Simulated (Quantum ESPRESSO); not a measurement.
Crystal: KF (Carobbiite).

```xyz
2
Lattice="0.0000 2.6719 2.6719 2.6719 0.0000 2.6719 2.6719 2.6719 0.0000" Properties=species:S:1:pos:R:3 pbc="T T T"
K     0.0000    0.0000    0.0000
F     2.6719    2.6719    2.6719
```

Base run:

| Item | Value |
| --- | --- |
| Program | Quantum ESPRESSO 7.5 |
| Functional | PBE |
| Potentials or basis | SG15 PBE 1.2 |
| Cutoff | 1197 eV |
| Density cutoff | 4789 eV |
| k mesh | 6 × 6 × 6 |
| Occupations | fermi-dirac, width 0.05 eV |
| Spin | no spin polarisation |

Its results: band gap on the k mesh 6.20 eV, direct; pressure 1.3 GPa.

Problem. The run is repeated on the same cell with these changes: functional from PBE to r2SCAN; k mesh from 6 × 6 × 6 to 7 × 7 × 7. What comes out?

Solution. Band gap on the k mesh 6.81 eV, direct; pressure -0.6 GPa.

Several settings changed at once, so the effect can't be laid on one alone.

Caveats: the potentials were made for another functional, which shifts forces and pressure (some runs).
